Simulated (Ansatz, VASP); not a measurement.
**Two plane-wave programs on TiO2 (Rutile)**

```
Ti O
1.0
     4.59220    0.00000    0.00000
     0.00000    4.59220    0.00000
     0.00000    0.00000    2.95740
Ti O
2 4
Direct
  0.00000 0.00000 0.00000
  0.50000 0.50000 0.50000
  0.30496 0.30496 0.00000
  0.19504 0.80496 0.50000
  0.69504 0.69504 0.00000
  0.80496 0.19504 0.50000
```

Alike in both runs: task relaxation of cell and atoms; functional RPBE; k mesh 3 × 3 × 5; no spin polarisation.

```csv
,VASP,Ansatz
version,VASP 6.6.1,Ansatz 0.2.0
potentials or method,"VASP PAW PBE potentials, release 64 (Ti_sv, O)","plane waves, PAW"
plane-wave cutoff (eV),600,435
occupations,"gaussian, width 0.01 eV",fixed
valence electrons in the cell,48,48
```

VASP gave:

- relaxed volume (Å³/atom): 10.93
- relaxed cell length with the largest relative difference (Å): 2.984
- energy change over the relaxation (meV/atom): -17

Task: Which values does Ansatz return?

Result: Relaxed volume (Å³/atom): 10.91; relaxed cell length with the largest relative difference (Å): 2.981; energy change over the relaxation (meV/atom): -16.

Ansatz warned: «force_scf_threshold_loose».

Caveats: the k mesh is coarse (spacing up to 0.46 Å⁻¹), so the values aren't converged; the PAW data sets were made with another functional, which shifts forces and pressure a little (VASP); an odd mesh through Γ misses points on the zone boundary, where band edges often lie. As with any semilocal functional, this RPBE gap is likely too small.
